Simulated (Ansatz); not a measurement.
Wanted: the native input for an Ansatz 0.2.0 run.

- Task: single point
- Functional: HSE06 form with a typed share of exact exchange
- Potentials or basis: Ansatz PAW
- Cutoff: 420 eV (not typed: the program's choice for these potentials)
- k mesh: 5 × 5 × 5
- Occupations: fermi-dirac, width 0.05 eV
- Spin: no spin polarisation
- Screening (1/Å): 0.2
- Share of exact exchange: 0.1

SnO:

```
Sn O
1.0
     3.13193    0.00000    0.00000
     0.00000    3.13193    0.00000
     0.00000    0.00000    3.13193
Sn O
1 1
Direct
  0.00000 0.00000 0.00000
  0.50000 0.50000 0.50000
```

The cell was built by a generator and needn't be a form met in nature.

The input as run:

input

```
crystal:
  lattice:
    - [3.13193, 0.0, 0.0]
    - [0.0, 3.13193, 0.0]
    - [0.0, 0.0, 3.13193]
  atoms:
    - { symbol: Sn, position: [0.0, 0.0, 0.0] }
    - { symbol: O, position: [0.5, 0.5, 0.5] }
hamiltonian:
  xc: { exchange: pbe, correlation: pbe, exx: { coeff: 0.1, omega: 0.2 } }
  pseudopotentials: { kind: paw }
kpoints:
  mp_grid: { grid: [5, 5, 5] }
scf:
  occupations: { method: fermi_dirac, width: 0.05 }
output:
  forces: true
  stress: true
  eigenvalues: true
```

Results of the run:

```
Pressure               : -1.5 GPa
Band gap on the k mesh : 1.55 eV, indirect (least direct gap 2.06 eV)
```

Caveat: odd divisions of the mesh miss points on the zone boundary, where band edges often lie, so the gap on the mesh can be too wide; the pressure holds a Pulay correction of +0.4 GPa for the finite cutoff; spin-orbit coupling is left out, which moves the levels of the heavy elements; the PAW data sets come from PBE, with cores solved anew for the run's functional, which leaves a small shift of forces and pressure; the thresholds are loose for stress.

Run time: 19 s on 1 × NVIDIA H100 80GB HBM3 with 2 threads of AMD EPYC 7R13 Processor (Zen 3), on a shared host, peak memory 1.6 GiB.
